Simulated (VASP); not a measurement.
# PtS2: relaxation of cell and atoms with PBEsol

Crystal: PtS2.

```
Pt S
1.0
     3.54874    0.00000    0.00000
    -1.77437    3.07330    0.00000
     0.00000    0.00000    5.59707
Pt S
1 2
Direct
  0.00000 0.00000 0.00000
  0.66667 0.33333 0.77966
  0.33333 0.66667 0.22034
```

The cell is a database's computed one.

```json
{
 "Program": "VASP 6.6.1",
 "Task": "relaxation of cell and atoms",
 "Functional": "PBEsol",
 "Potentials or basis": "VASP PAW PBE potentials, release 64 (Pt, S)",
 "Cutoff": "600 eV",
 "k mesh": "9 × 9 × 6",
 "Occupations": "gaussian, width 0.02 eV",
 "Spin": "no spin polarisation",
 "Further INCAR settings": "ALGO = Normal; EDIFF = 1e-07; IBRION = 2; EDIFFG = -0.005; NSW = 90; ISIF = 3"
}
```

```json
{
 "Relaxed volume": "17.64 Å³/atom",
 "Relaxed cell": "a = 3.568 Å, b = 3.568 Å, c = 4.802 Å, α = 90.00°, β = 90.00°, γ = 120.00°",
 "Space group after relaxing (to 0.05 Å)": "P-3m1 (No. 164)",
 "Energy gained by relaxing": "10.5 meV/atom",
 "Ionic steps": "34",
 "Pressure after relaxing": "0.0 GPa",
 "Band gap on the k mesh": "0.36 eV, indirect (least direct gap 1.00 eV)"
}
```

The path:
| step | energy change (eV) | largest force (eV/Å) | pressure (GPa) | volume (Å³) |
| --- | --- | --- | --- | --- |
| 1 | 0.0000 | 0.2930 | -2.32 | 61.04 |
| 2 | 0.0180 | 0.5177 | 4.60 | 58.48 |
| 3 | -0.0086 | 0.0125 | 0.02 | 60.09 |
| 4 | -0.0086 | 0.0067 | 0.07 | 60.07 |
| 5 | -0.0096 | 0.0214 | 0.02 | 60.04 |
| 6 | -0.0104 | 0.0700 | -0.09 | 59.99 |
| 7 | -0.0110 | 0.0572 | -0.19 | 59.86 |
| 8 | -0.0126 | 0.0198 | -0.50 | 59.49 |
| 9 | -0.0152 | 0.0495 | -1.08 | 58.74 |
| 10 | -0.0180 | 0.1659 | -2.09 | 57.21 |
| 11 | -0.0181 | 0.1661 | -2.09 | 57.20 |
| 12 | -0.0183 | 0.1662 | -2.09 | 57.15 |
| 13 | -0.0186 | 0.1662 | -2.08 | 57.06 |
| 14 | -0.0193 | 0.1663 | -2.06 | 56.89 |
| 15 | -0.0207 | 0.1662 | -2.01 | 56.53 |
| 16 | -0.0233 | 0.1641 | -1.89 | 55.82 |
| 17 | -0.0278 | 0.1531 | -1.53 | 54.40 |
| 18 | -0.0275 | 0.1221 | -0.16 | 51.55 |
| 19 | -0.0301 | 0.1173 | -1.02 | 53.50 |
| 20 | -0.0304 | 0.1151 | -0.91 | 53.16 |
| 21 | -0.0304 | 0.1138 | -0.80 | 52.92 |
| 22 | -0.0304 | 0.1146 | -0.84 | 53.04 |
| 23 | -0.0309 | 0.0857 | -0.62 | 53.14 |
| 24 | -0.0313 | 0.0206 | -0.14 | 53.37 |
| 25 | -0.0313 | 0.0242 | -0.17 | 53.35 |
| 26 | -0.0314 | 0.0226 | -0.14 | 53.31 |
| 27 | -0.0314 | 0.0177 | -0.08 | 53.17 |
| 28 | -0.0315 | 0.0084 | 0.07 | 52.90 |
| 29 | -0.0315 | 0.0095 | 0.06 | 52.94 |
| 30 | -0.0315 | 0.0128 | 0.00 | 53.03 |
| 31 | -0.0315 | 0.0102 | 0.04 | 52.96 |
| 32 | -0.0315 | 0.0100 | 0.01 | 52.96 |
| 33 | -0.0315 | 0.0095 | -0.06 | 52.95 |
| 34 | -0.0315 | 0.0006 | 0.01 | 52.93 |

Final structure:
```xyz
3
Lattice="3.5676 0.0000 0.0000 -1.7838 3.0896 0.0000 0.0000 0.0000 4.8017" Properties=species:S:1:pos:R:3 pbc="T T T"
Pt    0.0000    0.0000    0.0000
S     1.7838    1.0299    3.6046
S     0.0000    2.0597    1.1971
```

Levels at points of the mesh, in eV from the valence-band top:
```tsv
k point	band 8	band 9	band 10	band 11	band 12	band 13	band 14	band 15
(0.00, 0.00, 0.00)	-2.32	-1.44	-1.44	0.00	1.56	1.56	3.87	5.08
(0.00, 0.00, 0.50)	-3.10	-1.83	-1.83	-1.36	2.41	2.41	5.22	6.84
```

It took 15 min on 1 thread of Intel(R) Xeon(R) Platinum 8488C (Sapphire Rapids), with other jobs on the host, peak memory 0.25 GiB.

Caveat: the PAW data sets were made with another functional, which shifts forces and pressure a little; spin-orbit coupling is left out, which moves the levels of the heavy elements; an odd mesh through Γ misses points on the zone boundary, where band edges often lie; this functional lacks dispersion, which binds the layers, so the pressure and a relaxed spacing across them are unreliable.
